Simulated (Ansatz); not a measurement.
# GaSb (F-43m) in Ansatz: a series of runs

Aim: see how the results for GaSb move with the level of theory and the settings. Levels: PBE, revPBE+D4. Tasks: single point, relaxation of cell and atoms.

Program: Ansatz 0.2.0. These are calculated values, not measurements. Logs are shortened: lines on timing, memory, paths and dates and some standing lists are left out, and cuts for length are marked.

**The experiment to reproduce.**

A printed reference work, data compilation reports, for a bulk crystal of GaSb at 4.2 K: band gap 0.811 eV (direct).

How close the calculation comes is told below.

## Step 1: Starting point

Symmetry: F-43m, No. 216, cubic system. The conventional cell has a = 6.118 Å, b = 6.118 Å, c = 6.118 Å, α = 90.00°, β = 90.00°, γ = 90.00°. Around Sb (site symmetry -43m) lie 4 Ga at 2.65 Å. Ga (site symmetry -43m) is surrounded by 4 Sb at 2.65 Å.

## Step 2: Single point, PBE

File input.yaml:

```yaml
crystal:
  lattice:
    - [0.0, 3.059, 3.059]
    - [3.059, 0.0, 3.059]
    - [3.059, 3.059, 0.0]
  atoms:
    - { symbol: Sb, position: [0.75, 0.75, 0.75] }
    - { symbol: Ga, position: [0.0, 0.0, 0.0] }
kpoints:
  mp_grid: { grid: [8, 8, 8] }
scf:
  occupations: { method: gaussian, width: 0.017 }
hamiltonian:
  xc: pbe
  pseudopotentials: { kind: all_electron, lapw: { basis_error: 0.001 } }
output:
  forces: true
  stress: true
  eigenvalues: true
```

Potentials or basis: all-electron LAPW, scalar-relativistic.

Run with:

```
> ansatz run input.yaml --threads 1 --pin off --max-ram 3072MiB --backend cpu --events-out ev --progress --plain --runs-dir out
```

Standard output:

```text
Warning: RAYON_NUM_THREADS=1 ignored (pool sized by the plan → 1); use --threads N
LAPW: plane waves up to 8.544 Å⁻¹, error target 1.0e-3 eV per atom; small_component_spin mean_spin; Ga in spheres of 1.300 Å, 21 of its electrons in bands, Dirac shells []; Sb in spheres of 1.350 Å, 23 of its electrons in bands, Dirac shells [] (how accurate: hamiltonian.pseudopotentials.lapw.basis_error, Limitations)
Engine: ansatz 0.2.0, aarch64-unknown-linux-gnu
Pseudopotentials: kind: all_electron
Pseudopotential: Sb, LAPW, valence charge 23, lapw/all_electron/scalar/gaussian/Sb, Koelling and Harmon's equation, gaussian nucleus
Pseudopotential: Ga, LAPW, valence charge 21, lapw/all_electron/scalar/gaussian/Ga, Koelling and Harmon's equation, gaussian nucleus
Functional definition: PBE
  parameter kappa = 0.804
  parameter beta = 0.06672455060314922
  exchange = pbe_x(kappa = kappa, mu = beta*pi^2/3)
  correlation = pbe_c(beta = beta)
Crystal: 2 atoms, lattice volume = 57.249 Å³
Basis set: ecut = 278.1202369479842 eV, 609 PW (Γ), exchange–correlation at level 2
Bands: 27, of which v1, the nominal top of the filled ones, is band 22 counted from 1 (21 counted from 0)
Symmetry: 24 space group operations
Space group: F-43m (ITA 216), of the structure as read, at distance tolerance 3.9e-5 Å
k-points: 29 of 512 (time reversal used)
Non-local potential: Sb, projectors of the file, none
Non-local potential: Ga, projectors of the file, none
Initial density: superposition of atomic densities (chi_scale 0.1, normalization cell, long waves kept (reshape's long-wave potential 0.00 eV rms))
Initial wavefunctions: plane waves of lowest kinetic energy (no species holds an atomic orbital)
Functional: x = pbe(κ = 0.804, μ = 0.2195149727645171), c = pbe(β = 0.06672455060314922)
iter 1 solved again at ethr=6.79e-4 eV; its pass at ethr=1.00e-1 eV (dr2=2.99e-1 eV) is discarded
SCF iter   1: F=—  HF=-229268.400737 eV  |F-HF|=—  |Δ(HF+E_count)|=         —  Δρ=2.12e-2  dr2=3.00e-1  ethr=6.79e-4  ⟨swp⟩=2.7  Hψ=5038  notcnv=0
preconditioner: auto → none  [insulator: Δε(μ)=0.085 eV  Ē_g=15.096 eV  σ=0.017 eV  W_gap=1.00  n_scr=14 (ndim 8)  ℏωp=20.8 eV  f_vac=0.121  D(μ)=0.00/eV (n_scr^D=0)  ε∞_Penn≈2.9]
SCF iter   2: F=—  HF=-229268.351885 eV  |F-HF|=—  |Δ(HF+E_count)|=   4.89e-2  Δρ=9.70e-3  dr2=6.15e-2  ethr=6.79e-4  ⟨swp⟩=2.0  Hψ=2320  notcnv=0
iter 3 solved again at ethr=1.34e-5 eV; its pass at ethr=1.40e-4 eV (dr2=5.91e-3 eV) is discarded
SCF iter   3: F=—  HF=-229268.355760 eV  |F-HF|=—  |Δ(HF+E_count)|=   3.88e-3  Δρ=2.80e-3  dr2=5.92e-3  ethr=1.34e-5  ⟨swp⟩=2.0  Hψ=3934  notcnv=0
SCF iter   4: F=—  HF=-229268.343724 eV  |F-HF|=—  |Δ(HF+E_count)|=   1.20e-2  Δρ=4.52e-4  dr2=7.73e-5  ethr=1.34e-5  ⟨swp⟩=2.0  Hψ=2320  notcnv=0
SCF iter   5: F=—  HF=-229268.343870 eV  |F-HF|=—  |Δ(HF+E_count)|=         —  Δρ=1.09e-4  dr2=5.67e-6  ethr=1.76e-7  ⟨swp⟩=3.0  Hψ=2308  notcnv=0
the basis was enlarged: its passes take 123.1 KiB over the memory plan, 1 of 1 planned eigensolver slots
SCF iter   6: F=—  HF=-229268.343881 eV  |F-HF|=—  |Δ(HF+E_count)|=   1.09e-5  Δρ=2.00e-5  dr2=3.70e-7  ethr=1.29e-8  ⟨swp⟩=3.0  Hψ=2293  notcnv=0
SCF iter   7: F=-229268.343881 eV  HF=-229268.343881 eV  |F-HF|=5.83e-8  |Δ(HF+E_count)|=   2.88e-7  Δρ=7.10e-6  dr2=2.87e-8  ethr=8.42e-10  ⟨swp⟩=3.0  Hψ=2293  notcnv=0
SCF 1 converged in 7 iterations: F = -229268.343881 eV  dr2 = 2.87e-8
SCF converged after 7 iterations
Free energy (F): -229268.343881 eV
Harris-Foulkes:  -229268.343881 eV  (|F-HF|=5.83e-8)
Internal energy: -229268.343863 eV  (E = F + TS)
E sigma→0 (E₀):  -229268.343872 eV
Entropy (-TS):   -0.000018 eV (-0.009 meV/atom)
Fermi energy:    9.803237 eV
--- Per-component energies (eV) ---
  E_band       = -1771.280978
  E_kinetic    = 239813.605620
  E_xc         = -6703.719093
  E_electrostatic = -462378.230390  (all electrons and nuclei)
  E_smearing   = -0.000018  (= −TS)
  E_closure    = 0.000000  (closes the sum)
  E_atoms      = -229261.009040  (free atoms, spherical and without spin; not in F)
  Σ components = -229268.343881   (vs F -229268.343881, Δ=0.00e0)
  Basis errors (estimates in eV, not in F): energy 4.4e-4 per atom: plane waves 3.9e-4 (2.3e-4 summed), levels above the bands 0.0e0, relativity 3.6e-8, radial functions 4.3e-5, core shells 4.6e-8; eigenvalues (radial functions only) 9.2e-7; not estimated: angular momenta, meshes, grids; target (lapw.basis_error) 1.0e-3; muffin-tin radii Ga 1.300 Å, Sb 1.350 Å
--- Forces (eV/Å), atoms counted from 1 ---
  atom   1  Sb    -0.00000000     0.00000000     0.00000000
  atom   2  Ga     0.00000000    -0.00000000     0.00000000
  max |Σ_I F_I| component: 1.16e-17 eV/Å
--- Stress (GPa, compression-positive) ---
        2.296461      -0.000000      -0.000000
       -0.000000       2.296461       0.000000
       -0.000000       0.000000       2.296461
  P = ⅓ Tr σ = 2.2965 GPa (22.965 kbar)
--- Band table (eV; the first three rows and the last of 29) ---
  k-point 0: bands = ["-134.1830", "-134.0872", "-87.1523", "-87.1523", "-87.1523", "-84.8169", "-84.8169", "-84.8169", "-18.9835", "-18.9835", "-18.9835", "-18.9641", "-18.9641", "-5.2152", "-5.2152", "-5.2152", "-5.1662", "-5.1662", "-1.6955", "9.7808", "9.7808", "9.7808", "9.8192", "12.5689", "12.5689", "12.5689", "15.5965"]
  k-point 1: bands = ["-134.1830", "-134.0872", "-87.1524", "-87.1524", "-87.1524", "-84.8169", "-84.8169", "-84.8169", "-18.9834", "-18.9830", "-18.9830", "-18.9640", "-18.9640", "-5.2195", "-5.2133", "-5.2133", "-5.1665", "-5.1665", "-1.5354", "7.7758", "9.5285", "9.5285", "10.8167", "12.9151", "12.9151", "13.2151", "16.4249"]
  k-point 2: bands = ["-134.1829", "-134.0872", "-87.1524", "-87.1524", "-87.1524", "-84.8169", "-84.8169", "-84.8169", "-18.9832", "-18.9820", "-18.9820", "-18.9638", "-18.9638", "-5.2297", "-5.2090", "-5.2090", "-5.1668", "-5.1668", "-1.0799", "5.7606", "9.0811", "9.0811", "10.5943", "13.4337", "13.4337", "14.9907", "16.9926"]
  k-point 28: bands = ["-134.1829", "-134.0872", "-87.1524", "-87.1524", "-87.1523", "-84.8169", "-84.8169", "-84.8169", "-18.9829", "-18.9812", "-18.9775", "-18.9646", "-18.9622", "-5.2553", "-5.1967", "-5.1920", "-5.1720", "-5.1670", "0.7964", "3.1160", "6.4392", "6.6605", "13.4708", "14.1164", "14.2034", "14.5545", "19.7370"]
```

It took 14 s on 1 thread of Arm Neoverse V2, shared host; peak memory 0.3 GiB.

Results:

```yaml
Free_energy: -229268.3439 eV
Pressure: 2.3 GPa
Band_gap_on_the_k_mesh: 0.04 eV, direct
```

Caveat: spin-orbit coupling is left out, which moves the levels of the heavy elements.

## Step 3: Relaxation of cell and atoms, revPBE+D4

input.yaml: that of step 2 with these lines changed.

```diff
@@ -11,5 +11,6 @@
 scf:
-  occupations: { method: gaussian, width: 0.017 }
+  occupations: { method: fermi_dirac, width: 0.05 }
 hamiltonian:
-  xc: pbe
+  xc: revpbe
+  dispersion: d4
   pseudopotentials: { kind: all_electron, lapw: { basis_error: 0.001 } }
@@ -18,2 +19,5 @@
   stress: true
-  eigenvalues: true
+relax:
+  f_tol: 0.02
+  max_steps: 60
+  cell: {}
```

Potentials or basis: all-electron LAPW, scalar-relativistic.

Run with:

```
> ansatz run input.yaml --threads 1 --pin off --max-ram 3072MiB --backend cpu --events-out ev --progress --plain --runs-dir out
```

Standard output:

```text
Warning: RAYON_NUM_THREADS=1 ignored (pool sized by the plan → 1); use --threads N
The last accepted step is kept in <dir> (removed where the run ends without a failure and the disk answers)
LAPW: plane waves up to 8.870 Å⁻¹, error target 1.0e-3 eV per atom; small_component_spin mean_spin; Ga in spheres of 1.260 Å, 21 of its electrons in bands, Dirac shells []; Sb in spheres of 1.309 Å, 23 of its electrons in bands, Dirac shells [] (how accurate: hamiltonian.pseudopotentials.lapw.basis_error, Limitations)
[... 4 set-up lines as earlier in the session ...]
Functional definition: revPBE
  parameter kappa = 1.245
[... 3 set-up lines as earlier in the session ...]
Crystal: 2 atoms, lattice volume = 57.249 Å³
Basis set: ecut = 299.74555200130305 eV, 645 PW (Γ), exchange–correlation at level 2
Bands: 27, of which v1, the nominal top of the filled ones, is band 22 counted from 1 (21 counted from 0)
[... 2 set-up lines as earlier in the session ...]
k-points: 29 of 512 (time reversal used)
[... 4 set-up lines as earlier in the session ...]
Functional: x = revpbe(κ = 1.245, μ = 0.2195149727645171), c = pbe(β = 0.06672455060314922)
iter 1 solved again at ethr=6.79e-4 eV; its pass at ethr=1.00e-1 eV (dr2=2.99e-1 eV) is discarded
SCF iter   1: F=—  HF=-229279.892430 eV  |F-HF|=—  |Δ(HF+E_count)|=         —  Δρ=2.15e-2  dr2=3.01e-1  ethr=6.79e-4  ⟨swp⟩=2.7  Hψ=5051  notcnv=0
preconditioner: auto → none  [insulator: Δε(μ)=0.138 eV  Ē_g=15.110 eV  σ=0.050 eV  W_gap=0.55  n_scr=14 (ndim 8)  ℏωp=20.8 eV  f_vac=0.121  D(μ)=0.04/eV (n_scr^D=0)  ε∞_Penn≈2.9]
SCF iter   2: F=—  HF=-229279.859648 eV  |F-HF|=—  |Δ(HF+E_count)|=   3.28e-2  Δρ=1.01e-2  dr2=6.42e-2  ethr=6.79e-4  ⟨swp⟩=2.0  Hψ=2320  notcnv=0
SCF iter   3: F=—  HF=-229279.868990 eV  |F-HF|=—  |Δ(HF+E_count)|=   9.34e-3  Δρ=2.97e-3  dr2=6.58e-3  ethr=1.46e-4  ⟨swp⟩=2.0  Hψ=2320  notcnv=0
iter 4 solved again at ethr=2.35e-7 eV; its pass at ethr=1.49e-5 eV (dr2=1.03e-4 eV) is discarded
SCF iter   4: F=—  HF=-229279.857535 eV  |F-HF|=—  |Δ(HF+E_count)|=   1.15e-2  Δρ=4.94e-4  dr2=1.03e-4  ethr=2.35e-7  ⟨swp⟩=2.0  Hψ=3836  notcnv=0
SCF iter   5: F=—  HF=-229279.857821 eV  |F-HF|=—  |Δ(HF+E_count)|=         —  Δρ=1.44e-4  dr2=1.03e-5  ethr=2.35e-7  ⟨swp⟩=3.0  Hψ=2301  notcnv=0
the basis was enlarged: its passes take 127.3 KiB over the memory plan, 1 of 1 planned eigensolver slots
SCF iter   6: F=—  HF=-229279.857856 eV  |F-HF|=—  |Δ(HF+E_count)|=   3.50e-5  Δρ=3.00e-5  dr2=9.03e-7  ethr=2.34e-8  ⟨swp⟩=3.0  Hψ=2297  notcnv=0
SCF iter   7: F=-229279.857857 eV  HF=-229279.857857 eV  |F-HF|=3.20e-7  |Δ(HF+E_count)|=   1.35e-6  Δρ=1.15e-5  dr2=8.26e-8  ethr=2.05e-9  ⟨swp⟩=3.0  Hψ=2297  notcnv=0
SCF 1 converged in 7 iterations: F = -229279.857857 eV  dr2 = 8.26e-8
relax step   1: F+E_penalty+E_count = -229279.85785729 eV  Δ(F+E_penalty+E_count) = +0.000e0 eV  max|allowed force component| = 1.070e-17 eV/Å  Δτ_max = 0.0000 Å  P = -0.638 GPa  Ω = 57.249 Å³  (7 SCF iters, accepted)
Crystal: 2 atoms, lattice volume = 56.312 Å³
Basis set: ecut = 303.0610232061748 eV, 645 PW (Γ), exchange–correlation at level 2
Initial density: handed on by an earlier stage of this run
Initial wavefunctions: those handed on with the density
iter 1 solved again at ethr=8.00e-8 eV; its pass at ethr=1.00e-1 eV (dr2=3.52e-5 eV) is discarded
SCF iter   1: F=—  HF=-229279.859135 eV  |F-HF|=—  |Δ(HF+E_count)|=         —  Δρ=1.52e-4  dr2=2.86e-5  ethr=8.00e-8  ⟨swp⟩=4.3  Hψ=4316  notcnv=0
preconditioner: auto → none  [insulator: Δε(μ)=0.232 eV  Ē_g=21.983 eV  σ=0.050 eV  W_gap=0.80  n_scr=14 (ndim 8)  ℏωp=26.2 eV  f_vac=0.193  D(μ)=0.02/eV (n_scr^D=0)  ε∞_Penn≈2.4]
SCF iter   2: F=—  HF=-229279.859145 eV  |F-HF|=—  |Δ(HF+E_count)|=   1.02e-5  Δρ=7.16e-5  dr2=6.00e-6  ethr=6.50e-8  ⟨swp⟩=2.9  Hψ=2220  notcnv=0
iter 3 solved again at ethr=1.34e-9 eV; its pass at ethr=1.36e-8 eV (dr2=5.88e-7 eV) is discarded
SCF iter   3: F=—  HF=-229279.859153 eV  |F-HF|=—  |Δ(HF+E_count)|=   7.57e-6  Δρ=2.71e-5  dr2=5.88e-7  ethr=1.34e-9  ⟨swp⟩=2.0  Hψ=3893  notcnv=0
SCF iter   4: F=—  HF=-229279.859154 eV  |F-HF|=—  |Δ(HF+E_count)|=   1.16e-6  Δρ=1.01e-5  dr2=9.33e-8  ethr=1.34e-9  ⟨swp⟩=3.0  Hψ=2297  notcnv=0
SCF iter   5: F=-229279.859154 eV  HF=-229279.859154 eV  |F-HF|=2.42e-8  |Δ(HF+E_count)|=   1.10e-7  Δρ=3.54e-6  dr2=7.55e-9  ethr=2.12e-10  ⟨swp⟩=3.0  Hψ=2297  notcnv=0
SCF 2 converged in 5 iterations: F = -229279.859154 eV  dr2 = 7.55e-9
relax step   2: F+E_penalty+E_count = -229279.85915432 eV  Δ(F+E_penalty+E_count) = -1.297e-3 eV  max|allowed force component| = 9.252e-18 eV/Å  Δτ_max = 0.0000 Å  P = +0.211 GPa  Ω = 56.312 Å³  (5 SCF iters, accepted)
Crystal: 2 atoms, lattice volume = 56.542 Å³
Basis set: ecut = 302.23836232608005 eV, 645 PW (Γ), exchange–correlation at level 2
iter 1 solved again at ethr=5.13e-9 eV; its pass at ethr=1.00e-1 eV (dr2=2.26e-6 eV) is discarded
SCF iter   1: F=—  HF=-229279.859300 eV  |F-HF|=—  |Δ(HF+E_count)|=         —  Δρ=3.60e-5  dr2=1.67e-6  ethr=5.13e-9  ⟨swp⟩=4.8  Hψ=4285  notcnv=0
preconditioner: auto → none  [insulator: Δε(μ)=0.204 eV  Ē_g=21.969 eV  σ=0.050 eV  W_gap=0.74  n_scr=14 (ndim 8)  ℏωp=26.1 eV  f_vac=0.194  D(μ)=0.03/eV (n_scr^D=0)  ε∞_Penn≈2.4]
SCF iter   2: F=—  HF=-229279.859300 eV  |F-HF|=—  |Δ(HF+E_count)|=   1.80e-7  Δρ=1.55e-5  dr2=2.96e-7  ethr=3.79e-9  ⟨swp⟩=2.5  Hψ=2195  notcnv=0
iter 3 solved again at ethr=6.61e-11 eV; its pass at ethr=6.72e-10 eV (dr2=2.91e-8 eV) is discarded
SCF iter   3: F=-229279.859300 eV  HF=-229279.859300 eV  |F-HF|=1.03e-8  |Δ(HF+E_count)|=   2.53e-7  Δρ=5.82e-6  dr2=2.91e-8  ethr=6.61e-11  ⟨swp⟩=2.0  Hψ=3884  notcnv=0
SCF 3 converged in 3 iterations: F = -229279.859300 eV  dr2 = 2.91e-8
relax step   3: F+E_penalty+E_count = -229279.85930023 eV  Δ(F+E_penalty+E_count) = -1.459e-4 eV  max|allowed force component| = 1.214e-17 eV/Å  Δτ_max = 0.0000 Å  P = -0.007 GPa  Ω = 56.542 Å³  (3 SCF iters, accepted)
iter 1 solved again at ethr=6.61e-11 eV; its pass at ethr=1.00e-1 eV (dr2=2.91e-8 eV) is discarded
SCF iter   1: F=—  HF=-229279.859300 eV  |F-HF|=—  |Δ(HF+E_count)|=         —  Δρ=5.82e-6  dr2=2.91e-8  ethr=6.61e-11  ⟨swp⟩=4.2  Hψ=3891  notcnv=0
preconditioner: auto → none  [insulator: Δε(μ)=0.204 eV  Ē_g=21.968 eV  σ=0.050 eV  W_gap=0.74  n_scr=14 (ndim 8)  ℏωp=26.1 eV  f_vac=0.194  D(μ)=0.03/eV (n_scr^D=0)  ε∞_Penn≈2.4]
SCF iter   2: F=-229279.859300 eV  HF=-229279.859300 eV  |F-HF|=8.82e-9  |Δ(HF+E_count)|=   2.48e-8  Δρ=3.41e-6  dr2=1.20e-8  ethr=6.61e-11  ⟨swp⟩=3.0  Hψ=2269  notcnv=0
SCF 4 converged in 2 iterations: F = -229279.859300 eV  dr2 = 1.20e-8
relax step   4: F+E_penalty+E_count = -229279.85930043 eV  Δ(F+E_penalty+E_count) = -1.918e-7 eV  max|allowed force component| = 1.214e-17 eV/Å  Δτ_max = 0.0000 Å  P = -0.007 GPa  Ω = 56.542 Å³  stress off target by 6.77e-3 GPa  SCF on the basis re-selected at this cell (its energy is not comparable with the rows above)  (2 SCF iters)
basis re-selected at this cell: Δ(F+E_penalty+E_count) = -1.918e-7 eV, ΔP = -0.000 GPa vs the last step (what re-selecting the basis moved, after the strain that the cell walked since its last selection, with what the two solves' SCF thresholds leave and, on support functions, any second-order correction that the steps lacked; it is no measure of the basis error at this ecutwfc). This SCF's stress stands 6.77e-3 GPa from its target on what of the cell is left free (relax.cell.stress_tol is 5.00e-2 GPa) and its largest allowed force component is 1.21e-17 eV/Å (relax.f_tol is 2.00e-2 eV/Å): within both
SCF converged after 2 iterations
Free energy (F): -229279.859300 eV
Harris-Foulkes:  -229279.859300 eV  (|F-HF|=8.82e-9)
Internal energy: -229279.859043 eV  (E = F + TS)
E sigma→0 (E₀):  -229279.859172 eV
Entropy (-TS):   -0.000257 eV (-0.129 meV/atom)
Fermi energy:    10.182668 eV
--- Per-component energies (eV) ---
  E_band       = -1761.291442
  E_kinetic    = 239827.265227
  E_xc         = -6714.446286
  E_electrostatic = -462391.336669  (all electrons and nuclei)
  E_disp       = -1.341315  (pairwise vdW)
  E_smearing   = -0.000257  (= −TS)
  E_closure    = 0.000000  (closes the sum)
  E_atoms      = -229271.781791  (free atoms, spherical and without spin; not in F)
  Σ components = -229279.859300   (vs F -229279.859300, Δ=0.00e0)
  Basis errors (estimates in eV, not in F): energy 4.5e-4 per atom: plane waves 4.1e-4 (2.4e-4 summed), levels above the bands 1.9e-53, relativity 5.3e-8, radial functions 4.3e-5, core shells 1.3e-7; eigenvalues (radial functions only) 3.4e-7; not estimated: angular momenta, meshes, grids; target (lapw.basis_error) 1.0e-3; muffin-tin radii Ga 1.255 Å, Sb 1.304 Å
--- Forces (eV/Å), atoms counted from 1 ---
  atom   1  Sb    -0.00000000     0.00000000     0.00000000
  atom   2  Ga     0.00000000    -0.00000000    -0.00000000
  max |Σ_I F_I| component: 5.78e-18 eV/Å
--- Stress (GPa, compression-positive) ---
       -0.006767      -0.000000       0.000000
       -0.000000      -0.006767       0.000000
        0.000000       0.000000      -0.006767
  P = ⅓ Tr σ = -0.0068 GPa (-0.068 kbar)
--- Relaxed structure (3 steps of the walk, 3 accepted, 1 SCFs on fresh bases) ---
  F+E_penalty+E_count = -229279.85930043 eV   max|allowed force component| = 1.214e-17 eV/Å   (the final SCF, on the basis selected at the relaxed cell)
  cell:  # Å, volume = 56.5423 Å³
    - [-1.0700281269080741e-33, 3.046358826040334, 3.046358826040334]
    - [3.046358826040334, 2.5476860164477895e-34, 3.046358826040334]
    - [3.046358826040334, 3.046358826040334, 2.8534083384215302e-33]
  atoms:
    - { symbol: Sb, position: [0.7499999999999999, 0.7499999999999999, 0.7499999999999999] }
    - { symbol: Ga, position: [4.467006624478165e-34, -5.46386477374692e-34, -4.189919408645237e-34] }
```

Wall time 36 s (1 thread of Arm Neoverse V2, shared host); peak memory 0.33 GiB.

What came out:

```yaml
Free_energy: -229279.8593 eV
Relaxed_volume: 28.27 Å³/atom
Relaxed_cell: a = 4.308 Å, b = 4.308 Å, c = 4.308 Å, α = 60.00°, β = 60.00°, γ = 60.00°
Space_group_after_relaxing_to_0.05_Å: F-43m (No. 216)
Energy_gained_by_relaxing: 0.7 meV/atom
Ionic_steps: 4
Pressure_after_relaxing: 0.0 GPa
```

The path:
| step | energy change (eV) | largest force (eV/Å) | volume (Å³) |
| --- | --- | --- | --- |
| 1 | 0.0000 | 0.0000 | 57.25 |
| 2 | -0.0013 | 0.0000 | 56.31 |
| 3 | -0.0014 | 0.0000 | 56.54 |
| 4 | -0.0014 | 0.0000 | 56.54 |

Final structure:
```
CELL_PARAMETERS angstrom
0.00000 3.04636 3.04636
3.04636 0.00000 3.04636
3.04636 3.04636 0.00000
ATOMIC_POSITIONS crystal
Sb 0.75000 0.75000 0.75000
Ga 0.00000 0.00000 0.00000
```

Spin-orbit coupling is left out, which matters for the levels of Sb.

## Step 4: How close it comes

Step 2. Against the measured gap of GaSb, 0.811 eV (direct; 4.2 K; a printed reference work, data compilation), the calculated 0.04 eV is off by -0.77 eV. Spin-orbit coupling on Ga, Sb is left out. The value is that of PBE on a finite k mesh, which can miss the band edges, without temperature or zero-point motion. Semilocal functionals fall short of measured gaps as a rule.
